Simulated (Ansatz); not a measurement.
# HfO2 (P4_2/mnm) in Ansatz: band structure with HSE06

Aim: the band structure of HfO2 with HSE06.

Program: Ansatz 0.2.0. These are calculated values, not measurements. Logs are shortened: lines on timing, memory, paths and dates and some standing lists are left out, and cuts for length are marked.

## Step 1: The crystal as given

It takes space group P4_2/mnm (No. 136, tetragonal). The conventional cell has a = 4.814 Å, b = 4.814 Å, c = 3.205 Å, α = 90.00°, β = 90.00°, γ = 90.00°. Hf (site symmetry mmm) is surrounded by 6 O at 2.08 Å. Around O (site symmetry m2m) lie 3 Hf at 2.08 Å.

Measurements of this composition are mostly on another form, of space group No. 14.

## Step 2: Band structure, HSE06

Contents of input:

```
crystal:
  lattice:
    - [4.81353299, 0.0, 0.0]
    - [0.0, 4.81353299, 0.0]
    - [0.0, 0.0, 3.20541541]
  atoms:
    - { symbol: Hf, position: [0.5, 0.5, 0.5] }
    - { symbol: Hf, position: [0.0, 0.0, 0.0] }
    - { symbol: O, position: [0.80504488, 0.19495512, 0.5] }
    - { symbol: O, position: [0.69495512, 0.69495512, 0.0] }
    - { symbol: O, position: [0.30504488, 0.30504488, 0.0] }
    - { symbol: O, position: [0.19495512, 0.80504488, 0.5] }
hamiltonian:
  xc: hse06
  pseudopotentials: { kind: paw }
kpoints:
  mp_grid: { grid: [4, 4, 6] }
  band_path:
    path:
      - [[0.0, 0.0, 0.0], [0.0, 0.5, 0.0], [0.5, 0.5, 0.0], [0.0, 0.0, 0.0], [0.0, 0.0, 0.5], [0.0, 0.5, 0.5], [0.5, 0.5, 0.5], [0.0, 0.0, 0.5]]
      - [[0.0, 0.5, 0.0], [0.0, 0.5, 0.5]]
      - [[0.5, 0.5, 0.0], [0.5, 0.5, 0.5]]
    npoints: 4
scf:
  occupations: { method: fermi_dirac, width: 0.05 }
  n_extra_bands: 15
output:
  forces: true
  stress: true
  eigenvalues: true
  fatbands: false
  write_density: true
  write_potential: true
  elf: true
  volumetric_format: npy
```

Potentials or basis: Ansatz PAW.

Output:

```text
Warning: output.stress: scf.convergence.dr2_threshold = 1e-7 eV (the SCF's general default) is looser than the 6e-10 eV advised for a printed stress (1e-10 eV for each atom of the cell: 6). What an SCF threshold leaves in a stress goes as its square root, and in the free energy as the threshold itself, and one threshold admits the most on a small cell: of the crystals measured, under no hybrid functional and no lock of the moments, on runs that ended without the residual-converged pass, on stresses that held no estimate of that error, the worst erred by over 100 MPa in a component at 1e-7 eV an atom and by under 5 at 1e-10. Set scf.convergence.dr2_threshold to 6e-10 eV or tighter. The threshold is an SCF's pass mark: one that does not reach it within its budget of iterations ends unconverged, or closes short of it on a stop that the run arms, and scf.convergence.dr2_threshold's page says what that costs each kind of run
Warning: output.stress: scf.exx.energy_threshold = 1e-6 eV is looser than the 6e-8 eV advised for a stress under a hybrid functional (1e-8 eV for each atom of the cell: 6). Every SCF of the exchange loop can meet its threshold on dr2 while the loop round them stops early: no threshold on dr2 bounds what that leaves in the stress. Set scf.exx.energy_threshold to 6e-8 eV or tighter. The threshold is the loop's pass mark: a loop that does not reach it within its budget of cycles ends unconverged, and scf.exx.energy_threshold's page has the law
scf.n_extra_bands = 15 over 38 filled bands (N_el = 76.0): the run solves 53 bands
GPUs: using 1 of 1 available (devices: 1).
Engine: ansatz 0.2.0, x86_64-unknown-linux-gnu
Pseudopotentials: kind: paw
Pseudopotential: Hf, paw, valence charge 26, recommended cutoff 420 eV (normal), Hf.paw.azcp
Pseudopotential: O, paw, valence charge 6, recommended cutoff 420 eV (normal), O.paw.azcp
Functional definition: HSE06
  parameter a = 0.25
  parameter omega = 0.11/bohr
  exchange = pbe_x - a*pbe_x_sr(omega) + a*exact_x_sr(omega)
  correlation = pbe_c
device memory: the entry about to start is reckoned to put 1.4 GiB on a device that reports 47.4 GiB free (of which the cap on the GPU budget leaves the run 18.0 GiB)
GPU FFT provider: cuFFT
GPU libraries: cuBLAS 13.8.2, cuFFT 12.4.0, cuSOLVER 12.3.4
Crystal: 6 atoms, lattice volume = 74.270 Å³
Basis set: ecut = 420 eV, 1439 PW (Γ), exchange–correlation on 72×72×48 points (8 copies of the dense FFT grid, shifted against one another)
Bands: 53, of which v1, the nominal top of the filled ones, is band 38 counted from 1 (37 counted from 0)
Symmetry: 16 space group operations
Space group: P42/mnm (ITA 136), of the structure as read, at distance tolerance 4.2e-5 Å
k-points: 24 of 96
Non-local potential: Hf, projectors of the file, l = 0: 3, l = 1: 2, l = 2: 2, l = 3: 3
Non-local potential: O, projectors of the file, l = 0: 2, l = 1: 2, l = 2: 1
PAW form: soft (Blöchl's): semilocal exchange-correlation on the pseudo side does not see the compensation charge
PAW frozen core: Hf, regenerated for the run's functional, and the local potential with it (the file was generated under x = pbe(κ = 0.804, μ = 0.2195149727645171), c = pbe(β = 0.06672455060314922))
[... 73 lines left out ...]
E sigma→0 (E₀):  -33723.499907 eV
Fermi energy:    14.416456 eV
--- Per-component energies (eV) ---
  E_band       = -300.697177
  E_kinetic    = 1541.672249
  E_local      = -12920.229031  (includes V_loc(G=0)·N_el)
  E_nonlocal   = -2327.658654
  E_hartree    = 5883.018356
  E_xc         = -709.167983
  E_vxc        = -718.228314  (∫ρ·V_xc dr)
  E_exx        = -309.153703  (= α·E_x^exact, valence–valence)
  E_paw        = -14337.899328  (= ΣΔE_a)
  E_vpaw       = 2976.007439  (= ΣTr[D̂ρ^β])
  E_aug_tail   = 0.009978  (compensation charges beyond the density's cutoff)
  E_ewald      = -10546.289195
  E_core_change = 2.197404  (= ΣΔE_core)
  E_smearing   = -0.000000  (= −TS)
  E_closure    = 0.000001  (closes the sum)
  Σ components = -33723.499907   (vs F -33723.499907, Δ=0.00e0)
--- Forces (eV/Å), atoms counted from 1 ---
  atom   1  Hf     0.00000000    -0.00000000     0.00000000
  atom   2  Hf    -0.00000000     0.00000000     0.00000000
  atom   3  O      0.01466532    -0.01466532     0.00000000
  atom   4  O     -0.01466532    -0.01466532     0.00000000
  atom   5  O      0.01466532     0.01466532     0.00000000
  atom   6  O     -0.01466532     0.01466532     0.00000000
  max |Σ_I F_I| component: 0.00e0 eV/Å
--- Stress (GPa, compression-positive) ---
        3.552182       0.000000       0.000000
        0.000000       3.552182       0.000000
        0.000000       0.000000       4.529919
  P = ⅓ Tr σ = 3.8781 GPa (38.781 kbar)
--- Band table (eV; the first three rows and the last of 24) ---
  k-point 0: bands = ["-51.3541", "-51.3414", "-19.0388", "-19.0388", "-18.6626", "-18.6626", "-18.5420", "-18.4579", "-7.7247", "-6.9060", "-5.6551", "-5.6551", "-1.2071", "-1.2071", "-1.1972", "-1.1645", "-1.1636", "-1.1636", "-1.1585", "-1.1585", "-1.1393", "-1.1334", "-1.1168", "-1.1112", "-1.0011", "-1.0011", "5.6816", "6.1858", "6.9382", "7.7784", "7.7784", "9.6194", "9.6194", "9.8788", "10.8842", "11.1519", "11.1519", "11.5701", "17.2643", "17.4334", "18.6708", "19.0286", "19.0286", "19.6638", "21.5653", "21.8719", "23.7705", "23.7705", "24.9880", "24.9880", "26.5176", "28.1058", "29.1590"]
  k-point 1: bands = ["-51.3471", "-51.3361", "-18.9821", "-18.9821", "-18.7368", "-18.6696", "-18.6589", "-18.6589", "-7.3666", "-6.6467", "-5.8552", "-5.8552", "-1.2006", "-1.2006", "-1.1857", "-1.1623", "-1.1623", "-1.1613", "-1.1553", "-1.1553", "-1.1433", "-1.1389", "-1.1249", "-1.1184", "-1.0332", "-1.0332", "6.1591", "6.5407", "7.2506", "7.7671", "7.7671", "9.1197", "9.9424", "9.9424", "9.9819", "10.8110", "10.8110", "11.3606", "17.8076", "18.2441", "18.4706", "18.9365", "18.9365", "20.3236", "21.1362", "22.4031", "23.9992", "23.9992", "25.7369", "25.7369", "26.3024", "28.2735", "29.3788"]
  k-point 2: bands = ["-51.3324", "-51.3260", "-19.0992", "-19.0657", "-18.8526", "-18.8526", "-18.6648", "-18.6648", "-6.6252", "-6.2491", "-6.2491", "-6.1951", "-1.1836", "-1.1836", "-1.1662", "-1.1615", "-1.1615", "-1.1550", "-1.1514", "-1.1495", "-1.1484", "-1.1484", "-1.1435", "-1.1026", "-1.0901", "-1.0901", "7.1948", "7.2541", "7.8716", "7.9787", "7.9787", "8.1300", "8.6295", "9.9560", "9.9560", "10.4258", "10.4258", "10.6079", "18.4014", "18.7384", "19.2146", "19.2146", "19.4425", "20.1053", "21.8976", "23.3895", "23.9277", "23.9277", "25.5865", "27.4067", "27.6975", "27.6975", "28.6900"]
  k-point 23: bands = ["-51.3230", "-51.3230", "-19.2584", "-19.2584", "-18.7625", "-18.7625", "-18.7015", "-18.7015", "-6.5019", "-6.5019", "-6.0375", "-6.0375", "-1.1666", "-1.1666", "-1.1653", "-1.1653", "-1.1590", "-1.1590", "-1.1581", "-1.1581", "-1.1535", "-1.1535", "-1.1163", "-1.1163", "-1.0992", "-1.0992", "7.2130", "7.2130", "7.3125", "7.3125", "8.2831", "8.2831", "9.4567", "9.4567", "10.4320", "10.4320", "11.0681", "11.0681", "18.5174", "18.5174", "19.2734", "19.2734", "19.9840", "19.9840", "22.7503", "22.7503", "23.9592", "23.9592", "24.8896", "24.8896", "26.6934", "26.6934", "26.9262"]
```

bands.tsv:

```text
# k_distance	band_0	band_1	band_2	band_3	band_4	band_5	band_6	band_7	band_8	band_9	band_10	band_11	band_12	band_13	band_14	band_15	band_16	band_17	band_18	band_19	band_20	band_21	band_22	band_23	band_24	band_25	band_26	band_27	band_28	band_29	band_30	band_31	band_32	band_33	band_34	band_35	band_36	band_37	band_38	band_39	band_40	band_41	band_42	band_43	band_44	band_45	band_46	band_47	band_48	band_49	band_50	band_51	band_52
[... 59 lines left out ...]
7.396897	-65.739474	-65.739474	-33.674895	-33.674895	-33.178948	-33.178948	-33.117975	-33.117975	-20.918367	-20.918367	-20.453941	-20.453941	-15.583058	-15.583058	-15.581781	-15.581781	-15.575463	-15.575463	-15.574582	-15.574582	-15.569939	-15.569939	-15.532774	-15.532774	-15.515687	-15.515687	-7.203461	-7.203461	-7.103991	-7.103991	-6.133377	-6.133377	-4.959763	-4.959763	-3.984446	-3.984446	-3.348314	-3.348314	4.100921	4.100921	4.856914	4.856914	5.567532	5.567532	8.333831	8.333831	9.542731	9.542731	10.473147	10.473147	12.276988	12.276988	12.509724
```

rho_z.tsv:

```text
# z_ang	rho[e/angstrom^3]
# format = ansatz-planar-average/11
# lattice	4.813532990	0.000000000	0.000000000
# lattice	0.000000000	4.813532990	0.000000000
# lattice	0.000000000	0.000000000	3.205415410
# sites	6
# site	72	2.406766495	2.406766495	1.602707705
# site	72	0.000000000	0.000000000	0.000000000
# site	8	3.875110088	0.938422902	1.602707705
# site	8	3.345189397	3.345189397	0.000000000
# site	8	1.468343593	1.468343593	0.000000000
# site	8	0.938422902	3.875110088	1.602707705
0.000000	1.768665e0
0.133559	1.652395e0
0.267118	1.349285e0
0.400677	9.734816e-1
0.534236	6.477851e-1
0.667795	4.440120e-1
[... 16 lines left out ...]
2.938297	1.349285e0
3.071856	1.652395e0
```

It took 95 s on 1 × NVIDIA H100 80GB HBM3 with 2 threads of AMD EPYC 7R13 (Zen 3), shared host; peak memory 2.6 GiB.

Results:

```
Free energy             : -33723.4999 eV
Pressure                : 3.9 GPa
Largest force           : 0.021 eV/Å
Band gap on the k mesh  : 5.69 eV, direct
Band gap along the path : 5.69 eV, direct
```

Forces on the atoms (eV/Å):
```
Hf   0.000  0.000  0.000
Hf   0.000  0.000  0.000
O    0.015 -0.015  0.000
O   -0.015 -0.015  0.000
O    0.015  0.015  0.000
O   -0.015  0.015  0.000
```

Stress tensor (GPa, compression positive):
```
3.55 0.00 0.00
0.00 3.55 0.00
0.00 0.00 4.53
```

Levels at the corners of the path, in eV from the valence-band top:
```
point  band 35  band 36  band 37  band 38  band 39  band 40  band 41  band 42
    Γ    -0.69    -0.42    -0.42     0.00     5.69     5.86     7.10     7.46
    X    -1.47    -1.47    -0.69    -0.69     6.41     6.41     8.14     8.14
    M    -1.14    -1.14    -0.78    -0.78     5.97     5.97     7.53     7.53
    Γ    -0.69    -0.42    -0.42     0.00     5.69     5.86     7.10     7.46
    Z    -2.14    -2.14    -1.03    -1.03     7.45     7.45     7.94     7.94
    R    -1.83    -1.83    -0.94    -0.94     5.92     5.92     8.26     8.26
    A    -1.14    -1.14    -0.50    -0.50     6.95     6.95     7.70     7.70
    Z    -2.14    -2.14    -1.03    -1.03     7.45     7.45     7.94     7.94
    X    -1.47    -1.47    -0.69    -0.69     6.41     6.41     8.14     8.14
    R    -1.83    -1.83    -0.94    -0.94     5.92     5.92     8.26     8.26
    M    -1.14    -1.14    -0.78    -0.78     5.97     5.97     7.53     7.53
    A    -1.14    -1.14    -0.50    -0.50     6.95     6.95     7.70     7.70
```

Caveat: the pressure holds a Pulay correction of +0.5 GPa for the finite cutoff; spin-orbit coupling is left out, which moves the levels of the heavy elements; the PAW data sets come from PBE, with cores solved anew for the run's functional, which leaves a small shift of forces and pressure; the thresholds are loose for stress.
